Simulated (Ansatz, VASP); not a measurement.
BN in VASP and in Ansatz

```
B N
1.0
     0.00000    1.81300    1.81300
     1.81300    0.00000    1.81300
     1.81300    1.81300    0.00000
B N
1 1
Direct
  0.00000 0.00000 0.00000
  0.72612 0.75796 0.75796
```

Change from the starting cell: all N atoms moved +0.050 Å, as atom 2 towards its neighbour atom 1 (B) at 1.570 Å.

Alike in both runs: task single point; functional PBE; k mesh 12 × 12 × 12; occupations gaussian, width 0.05 eV; no spin polarisation.

|  | VASP | Ansatz |
| --- | --- | --- |
| version | VASP 6.6.1 | Ansatz 0.2.0 |
| potentials or method | VASP PAW PBE potentials, release 64 (B, N) | scalar-relativistic, plane waves, PAW |
| plane-wave cutoff (eV) | 520 | 420 |
| valence electrons in the cell | 8 | 8 |

|  | VASP | Ansatz | Ansatz less VASP |
| --- | --- | --- | --- |
| gap on the k mesh at the Fermi level (eV) | 4.17 | 4.18 | +0.012 |
| least direct gap on the mesh (eV) | 8.31 | 8.32 | +0.009 |
| pressure (GPa) | 0.6 | 0.4 | -0.23 |
| largest component of the traceless stress (GPa) | 1.10 | 1.03 | -0.070 |
| rms of the force components (eV/Å) | 0.764 | 0.760 | -0.0037 |

Atom by atom the forces differ by 0.004 eV/Å (rms over components). With one functional, cell and mesh, what is left measures potentials, basis and numerics.

Caveats: forces of over 1 eV/Å show positions far from the minimum, so gaps and moduli don't describe the material at rest. A k mesh can miss the band edges.
